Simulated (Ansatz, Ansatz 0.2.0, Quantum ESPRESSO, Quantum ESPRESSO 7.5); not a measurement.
# Lattice constants of NiAs-type BiRh: PBEsol within one per cent, with a residual error in the axial ratio

## The measurement

The reference values are the room-temperature lattice constants of hexagonal BiRh from "The Binary Bi-Rh Phase Diagram: Stable and Metastable Phases" (2017, PubMed Central 6956871). A single-phase sample of nominal composition Bi50Rh50 was quenched from 750 °C, and its cell was obtained by Rietveld refinement of powder X-ray data: $a = 4.087 \pm 0.006$ Å and $c = 5.669 \pm 0.008$ Å. The phase has a homogeneity range, and the cell varies with composition. The measured rhodium content, 49.8 at.%, lies close to the ideal 1:1 ratio, so comparison with a stoichiometric model is reasonable, although a quenched sample may still hold some defects.

| compared with | measured | source's wording or label | T (K) | method |
| --- | --- | --- | --- | --- |
| a (Å) | 4.087 ± 0.006 | 4.087 ± 0.006 A | room temperature | powder XRD, Rietveld |
| c (Å) | 5.669 ± 0.008 | 5.669 ± 0.008 A | room temperature | powder XRD, Rietveld |

Conditions are those given with the value in the passage it was taken from; "not stated" means there, and the paper may say more elsewhere. The values are a selection: others may have been left out beforehand as unlike or outlying.

## Model and target

We want the cheapest calculation that gives both $a$ and $c$ within 1 % of the measured values. That is about 0.04 Å in $a$ and 0.06 Å in $c$, well above the stated uncertainties, and it is roughly the accuracy one may ask of a good semilocal functional for a dense metal. We judge the two axes separately, because an error in $c/a$ can hide behind a good volume.

The model is the ordered, non-magnetic four-atom cell in $P6_3/mmc$, relaxed in shape and size with its symmetry kept. We start from a diffraction structure with $a = 4.094$ Å and $c = 5.663$ Å, which differs from the reference by 0.007 and 0.006 Å in opposite directions; the reference remains the powder refinement above. The calculated cell is static, whereas the measured one includes thermal and zero-point expansion, for which we allow roughly a few tenths of a per cent in length.

We begin with PBEsol, a functional designed for the equilibrium cells of solids, on a coarse k mesh. We then converge the mesh and the cutoff, and turn to spin-orbit coupling, which bismuth makes relevant, and to the choice of potentials.

Plain PBE isn't shown in this study.

System: BiRh, NiAs type; P6_3/mmc (No. 194), 4 atoms in the primitive cell; the database structure is a diffraction structure: a = 4.094 Å, c = 5.663 Å; structure from the Crystallography Open Database.

On the selection of runs and values: Further runs on this system are not shown.

## 1. PBEsol on a coarse mesh

A semilocal relaxation of four atoms is cheap, and a 6x6x4 mesh makes it cheaper still. For a metal this sampling may be too thin to judge the functional, but it will show whether the cell stays near the diffraction structure. We expect both axes within about 1 % of experiment.

**Run 1.** Ansatz 0.2.0: PBEsol, cell and atoms relaxed from the database structure, PAW set soft_2, cutoff 420 eV (default), 6x6x4 k mesh, Gaussian smearing 0.1 eV.

Key lines of the input:
```
crystal:
  # lattice and atoms
kpoints:
  mp_grid: { grid: [6, 6, 4] }
hamiltonian:
  xc: pbesol
scf:
  occupations: { method: gaussian, width: 0.1 }
output:
  forces: true
  stress: true
relax:
  adjacent_minimum: "off"
  f_tol: 0.005
  max_steps: 60
  cell: { stress_tol: 0.03 }
```

Command:
```
ansatz run input.yaml --threads 4 --pin off --max-ram 8192MiB --backend cpu --events-out ev --progress --plain --runs-dir out
```

Selected lines of the output:
```
Basis set: ecut = 420 eV, 1627 PW (Γ) [...]
k-points: 21 of 144
relax step   4: F+E_penalty+E_count = -37162.15264143 eV  [...]  max|allowed force component| = 1.018e-16 eV/Å  [...]  P = -0.007 GPa  Ω = 82.465 Å³  [...]
  cell:  # Å, volume = 82.4647 Å³
```

Converged; 4.2 s on 4 cores of Arm Neoverse V2, shared host.

| quantity | run 1 | measured | deviation |
| --- | --- | --- | --- |
| a (Å) | 4.112 | 4.087 ± 0.006 | +0.025 (+0.6 %) |
| c (Å) | 5.631 | 5.669 ± 0.008 | −0.038 (−0.7 %) |
| conventional cell volume (Å³) | 82.46 |  |  |

Both axes lie within 1 % of experiment, but with opposite signs: $a$ is 0.025 Å too long and $c$ 0.038 Å too short. The calculated $c/a$ is 1.369, against 1.387 from the measured axes. The volume therefore looks better than the shape, which is why we judge the axes separately. The forces vanish throughout because symmetry fixes all atomic positions in this structure, so only the two cell lengths are being relaxed.

The hexagonal distortion of a metal can depend on how well the Fermi surface is sampled. With 21 irreducible k-points we do not yet take this as the PBEsol result.

## 2. Two denser k meshes

We repeat the relaxation on 12x12x6 and 15x15x10 meshes, with everything else unchanged. Two further meshes show whether the cell has settled, which a single one could not. The runs should remain cheap for so small a cell. We expect the volume to change little and the axial ratio to be the more sensitive quantity.

**Run 2.** Ansatz 0.2.0: PBEsol, cell and atoms relaxed from the database structure, PAW set soft_2, cutoff 420 eV (default), 12x12x6 k mesh, Gaussian smearing 0.1 eV.

Key lines of the input, as changed from run 1:
```diff
  kpoints:
-   mp_grid: { grid: [6, 6, 4] }
+   mp_grid: { grid: [12, 12, 6] }
```

Selected lines of the output:
```
Basis set: ecut = 420 eV, 1627 PW (Γ) [...]
k-points: 76 of 864
  cell:  # Å, volume = 82.4846 Å³
```

Converged; 17 s on the same hardware.

**Run 3.** Ansatz 0.2.0: PBEsol, cell and atoms relaxed from the database structure, PAW set soft_2, cutoff 420 eV (default), 15x15x10 k mesh, Gaussian smearing 0.1 eV.

Key lines of the input, as changed from run 1:
```diff
  kpoints:
-   mp_grid: { grid: [6, 6, 4] }
+   mp_grid: { grid: [15, 15, 10] }
```

Selected lines of the output:
```
Basis set: ecut = 420 eV, 1627 PW (Γ) [...]
k-points: 162 of 2250
  cell:  # Å, volume = 82.4873 Å³
```

Converged; 28 s on the same hardware.

| quantity | run 2 | run 3 | measured |
| --- | --- | --- | --- |
| a (Å) | 4.110 | 4.111 | 4.087 ± 0.006 |
| c (Å) | 5.638 | 5.636 | 5.669 ± 0.008 |
| conventional cell volume (Å³) | 82.48 | 82.49 |  |

The cell has settled. Between the two denser meshes $a$ changes by 0.001 Å and $c$ by 0.002 Å, little more than the stress threshold of the relaxations may leave open. The coarse mesh had $c$ shorter by 0.005 to 0.007 Å, a small error beside the 1 % target.

On the densest mesh, PBEsol gives $a$ 0.024 Å too long and $c$ 0.033 Å too short, about 0.6 % each. Both meet the target, but both deviations exceed the experimental uncertainties, and $c/a$ remains too small at 1.371. Sampling therefore does not explain the error in shape.

## 3. A higher plane-wave cutoff

The basis is the next numerical setting to check. We raise the cutoff from 420 to 590 eV and keep the 12x12x6 mesh, which is dense enough for this comparison and cheaper than the densest one. An incomplete basis acts on the stress and so on the cell, but we expect a shift well below the present deviations.

**Run 4.** Ansatz 0.2.0: PBEsol, cell and atoms relaxed from the database structure, PAW set soft_2, cutoff 590 eV, 12x12x6 k mesh, Gaussian smearing 0.1 eV.

Key lines of the input, as changed from run 2:
```diff
+ basis:
+   ecutwfc: 590.0
```

Selected lines of the output:
```
Basis set: ecut = 590 eV, 2693 PW (Γ) [...]
  cell:  # Å, volume = 82.4782 Å³
```

Converged; 22 s on the same hardware.

| quantity | run 4 | measured | deviation |
| --- | --- | --- | --- |
| a (Å) | 4.110 | 4.087 ± 0.006 | +0.023 (+0.6 %) |
| c (Å) | 5.639 | 5.669 ± 0.008 | −0.030 (−0.5 %) |
| conventional cell volume (Å³) | 82.48 |  |  |

Raising the cutoff changes each axis by less than 0.001 Å and the volume by less than 0.01 Å³. At this level the default cutoff is sufficient, and the opposite errors in $a$ and $c$ remain. Neither the mesh nor the basis accounts for them.

## 4. Spin-orbit coupling for bismuth

The scalar-relativistic calculation meets the target, but it omits the spin-orbit splitting of the bismuth 6p states, which take part in the bonding. We now include it at the default cutoff on the 12x12x6 mesh. Two-component wavefunctions make this dearer than the runs so far, but it remains affordable for four atoms. The step also replaces the scalar-relativistic potentials with fully relativistic ones, so a shift in the cell will not be due strictly to the coupling alone. We expect a change of a few hundredths of an ångström at most, and want to see whether it corrects the axial ratio.

**Run 5.** Ansatz 0.2.0: PBEsol with spin-orbit coupling, cell and atoms relaxed from the database structure, cutoff 420 eV (default), 12x12x6 k mesh, Gaussian smearing 0.1 eV.

Key lines of the input, as changed from run 2:
```diff
  hamiltonian:
+   pseudopotentials: { kind: paw_fr }
+ magnetization:
+   noncollinear: true
+   spin_orbit: true
```

Selected lines of the output:
```
  cell:  # Å, volume = 82.5590 Å³
    - [0.0, 0.0, 5.640133116726606]
```

Converged; 2.2 min on 4 cores of Arm Neoverse V1, shared host.

| quantity | run 5 | measured | deviation |
| --- | --- | --- | --- |
| a (Å) | 4.111 | 4.087 ± 0.006 | +0.024 (+0.6 %) |
| c (Å) | 5.640 | 5.669 ± 0.008 | −0.029 (−0.5 %) |
| conventional cell volume (Å³) | 82.56 |  |  |

With spin-orbit coupling and the fully relativistic potentials, $a$ grows by 0.001 Å and $c$ by 0.002 Å. Shifts this small carry no weight against a 1 % target. The axial ratio stays at 1.372, so the change of shape that we hoped for does not appear. For the lattice constants of BiRh at the 1 % level, the scalar-relativistic calculation is sufficient; this says nothing about the band structure, where the coupling may matter much more.

## 5. Other potentials and a second program

All runs so far use PAW potentials in one program. Before we attribute the remaining error in shape to PBEsol, we repeat the scalar-relativistic relaxation with PseudoDojo norm-conserving potentials, first in the same program and then in Quantum ESPRESSO. The first run tests the potentials, and the second adds an independent code with a different smearing. Norm-conserving potentials need a much higher cutoff, so these are checks on the cheaper level and not candidates to replace it. We expect agreement with the PAW cell to about 0.01 Å.

**Run 6.** Ansatz 0.2.0: PBEsol, PseudoDojo norm-conserving pseudopotentials, cell and atoms relaxed from the database structure, cutoff 1197 eV (default), 12x12x6 k mesh, Gaussian smearing 0.1 eV.

Key lines of the input, as changed from run 2:
```diff
  hamiltonian:
+   pseudopotentials: { kind: nc, accuracy: standard }
```

Selected lines of the output:
```
relax step   1: F+E_penalty+E_count = -10825.15437261 eV  [...]  max|allowed force component| = 1.156e-16 eV/Å  [...]  P = +0.401 GPa  Ω = 82.200 Å³  (8 SCF iters, dr2 threshold 1.00e-7 eV [...]
relax step   2: F+E_penalty+E_count = -10825.15441929 eV  [...]  max|allowed force component| = 2.359e-16 eV/Å  [...]  P = -0.654 GPa  Ω = 82.899 Å³  [...]
  cell:  # Å, volume = 82.4735 Å³
    - [0.0, 0.0, 5.63915196762492]
```

Converged; 78 s on 4 cores of Arm Neoverse V2, shared host.

**Run 7.** Quantum ESPRESSO 7.5: PBEsol, PseudoDojo norm-conserving potentials, cell and atoms relaxed from the database structure, cutoff 88 Ry, 12x12x6 k mesh, Marzari-Vanderbilt smearing 0.14 eV.

Key lines of the input:
```
! potential files: PseudoDojo norm-conserving potentials, made for PBEsol
&control
  calculation = 'vc-relax'
  forc_conv_thr = 2.0d-4
  etot_conv_thr = 1.0d-5
  nstep = 60
/
&system
  nat = 4
  ntyp = 2
  ecutwfc = 88
  nbnd = 44
  occupations = 'smearing'
  smearing = 'mv'
  degauss = 0.01029
/
&electrons
  conv_thr = 1.0d-8
  electron_maxstep = 100
  mixing_beta = 0.4
/
&ions
/
&cell
  press_conv_thr = 0.5
/
ATOMIC_SPECIES
  Bi 208.980 Bi.upf
  Rh 102.906 Rh.upf
[... cell and positions ...]
K_POINTS automatic
  12 12 6 0 0 0
```

Command:
```
OMP_NUM_THREADS=1 mpirun -n 4 pw.x -nk 4 -in relax.in > relax.out
```

Selected lines of the output:
```
CELL_PARAMETERS (angstrom)
   4.117708443   0.000000000  -0.000000000
  -0.000000000  -0.000000000   5.642812681
```

Converged; 8.9 min on 4 cores of Arm Neoverse V1, shared host.

| quantity | run 6 | run 7 | measured |
| --- | --- | --- | --- |
| a (Å) | 4.109 | 4.118 | 4.087 ± 0.006 |
| c (Å) | 5.639 | 5.643 | 5.669 ± 0.008 |
| conventional cell volume (Å³) | 82.47 | 82.86 |  |
| final pressure (GPa) | – | −0.004 |  |

In the same program, the norm-conserving potentials reproduce the PAW cell to within 0.001 Å on both axes. Quantum ESPRESSO gives a slightly larger cell, with $a$ longer by 0.008 Å and $c$ by 0.004 Å than the norm-conserving run before it. That is within the 0.01 Å we expected, and both axes still meet the target, with $a$ 0.031 Å too long and $c$ 0.026 Å too short.

The volume difference of 0.39 Å³ between the two programs is nevertheless real on the scale of these relaxations. In the first of the two runs, a pressure change of about 1 GPa accompanies a volume change of 0.7 Å³, so the 0.5 kbar stopping threshold of the second could explain only about a tenth of the difference. The smearing differs in kind and width, and the potential files may differ too; these runs do not separate the two, and we leave the cause open.

The error in shape survives both checks: $c/a$ is 1.372 and 1.370, against 1.387 from the measured axes. This points away from the PAW potentials as its source.

## Collected results

| run | settings | a (Å) | deviation | c (Å) | deviation | cost |
| --- | --- | --- | --- | --- | --- | --- |
| 1 | Ansatz: PBEsol, PAW set soft_2, cutoff 420 eV (default), 6x6x4 k mesh, Gaussian smearing 0.1 eV | 4.112 | +0.025 (+0.6 %) | 5.631 | −0.038 (−0.7 %) | under 1 core-min |
| 2 | Ansatz: PBEsol, PAW set soft_2, cutoff 420 eV (default), 12x12x6 k mesh, Gaussian smearing 0.1 eV | 4.110 | +0.023 (+0.6 %) | 5.638 | −0.031 (−0.5 %) | 68 core-s |
| 3 | Ansatz: PBEsol, PAW set soft_2, cutoff 420 eV (default), 15x15x10 k mesh, Gaussian smearing 0.1 eV | 4.111 | +0.024 (+0.6 %) | 5.636 | −0.033 (−0.6 %) | 1.9 core-min |
| 4 | Ansatz: PBEsol, PAW set soft_2, cutoff 590 eV, 12x12x6 k mesh, Gaussian smearing 0.1 eV | 4.110 | +0.023 (+0.6 %) | 5.639 | −0.030 (−0.5 %) | 89 core-s |
| 5 | Ansatz: PBEsol with spin-orbit coupling, cutoff 420 eV (default), 12x12x6 k mesh, Gaussian smearing 0.1 eV | 4.111 | +0.024 (+0.6 %) | 5.640 | −0.029 (−0.5 %) | 8.8 core-min |
| 6 | Ansatz: PBEsol, PseudoDojo norm-conserving pseudopotentials, cutoff 1197 eV (default), 12x12x6 k mesh, Gaussian smearing 0.1 eV | 4.109 | +0.022 (+0.5 %) | 5.639 | −0.030 (−0.5 %) | 5.2 core-min |
| 7 | Quantum ESPRESSO: PBEsol, PseudoDojo norm-conserving potentials, cutoff 88 Ry, 12x12x6 k mesh, Marzari-Vanderbilt smearing 0.14 eV | 4.118 | +0.031 (+0.8 %) | 5.643 | −0.026 (−0.5 %) | 36 core-min |
|  | measured | 4.087 ± 0.006 |  | 5.669 ± 0.008 |  |  |

Further runs on the same system, made beside this series (convergence steps with loose settings among them):

| further | settings | a (Å) | deviation | c (Å) | deviation | cost |
| --- | --- | --- | --- | --- | --- | --- |
| F1 | Ansatz: r2SCAN, PAW set soft_2, cutoff 500 eV (default), 12x12x6 k mesh, Gaussian smearing 0.1 eV | 4.129 | +0.042 (+1.0 %) | 5.694 | +0.025 (+0.4 %) | 3.8 core-min |
| F2 | Ansatz: r2SCAN+rVV10, PAW set soft_2, cutoff 500 eV (default), 12x12x6 k mesh, Gaussian smearing 0.1 eV | 4.110 | +0.023 (+0.6 %) | 5.672 | +0.003 (+0.0 %) | 3.8 core-min |
| F3 | Ansatz: PBEsol+D3(BJ), PAW set soft_2, cutoff 420 eV (default), 12x12x6 k mesh, Gaussian smearing 0.1 eV | 4.060 | −0.027 (−0.7 %) | 5.584 | −0.085 (−1.5 %) | under 1 core-min |
| F4 | Ansatz: BLYP+D3(BJ), PAW set soft_2, cutoff 420 eV (default), 12x12x6 k mesh, Gaussian smearing 0.1 eV | 4.122 | +0.035 (+0.9 %) | 5.709 | +0.040 (+0.7 %) | under 1 core-min |
| F5 | Ansatz: BLYP, PAW set soft_2, cutoff 420 eV (default), 12x12x6 k mesh, Gaussian smearing 0.1 eV | 4.261 | +0.174 (+4.3 %) | 5.865 | +0.196 (+3.5 %) | under 1 core-min |
| F6 | Ansatz: LDA, PAW set soft_2, cutoff 420 eV (default), 12x12x6 k mesh, Gaussian smearing 0.1 eV | 4.078 | −0.009 (−0.2 %) | 5.597 | −0.072 (−1.3 %) | under 1 core-min |
| F7 | Ansatz: r2SCAN, PAW set soft_2, cutoff 500 eV (default), 6x6x4 k mesh, Gaussian smearing 0.1 eV | 4.129 | +0.042 (+1.0 %) | 5.691 | +0.022 (+0.4 %) | 69 core-s |
|  | measured | 4.087 ± 0.006 |  | 5.669 ± 0.008 |  |  |

## Outcome

PBEsol meets the target on both axes. With PAW potentials and the 12x12x6 mesh, $a$ is 0.6 % too long and $c$ 0.5 % too short, at a cost of 68 core-seconds. The coarse mesh already passed for less than a core-minute; the denser meshes and higher cutoff confirmed that result without changing the verdict. Spin-orbit coupling cost more and barely moved the cell.

The opposite errors partly cancel in the volume, so this is a good match in size but a less good one in shape. Allowing for thermal and zero-point expansion of a few tenths of a per cent would widen the miss in $a$ and narrow that in $c$. It would not repair $c/a$, unless the expansion were strongly anisotropic.

The further runs show that the functional matters more than the numerical settings. LDA leaves $c$ 1.3 % short, and adding D3 to PBEsol leaves it 1.5 % short. r2SCAN narrowly misses in $a$, by too little to rank it on. With rVV10 it passes, with $c$ almost exact and $a$ as long as in PBEsol, for 3.8 core-minutes. BLYP+D3 also passes, but only because a large dispersion correction offsets the errors of about 4 % in plain BLYP.

All these functionals give $c/a$ below the measured value, by differing amounts; for BLYP+D3 the gap is within the experimental uncertainty. Defects or a slight departure from 1:1 composition in the quenched sample might contribute, but their effect on the cell is not shown in this report. The somewhat larger cell from Quantum ESPRESSO also remains unexplained, though it too meets the target.

[Logs are printed without paths, hosts, clocks, repeated set-up lines and the standing remarks that a program may print on its own settings, such as how far it seeks lower states.]

[The runs shown are a pick from a larger set of finished runs; failed, doubtful and other runs were left out of it ahead of writing. So were measured values far from every level or from commonly accepted values, and agreement can look better than it is. Lines of input and output are excerpts and may be shortened.]
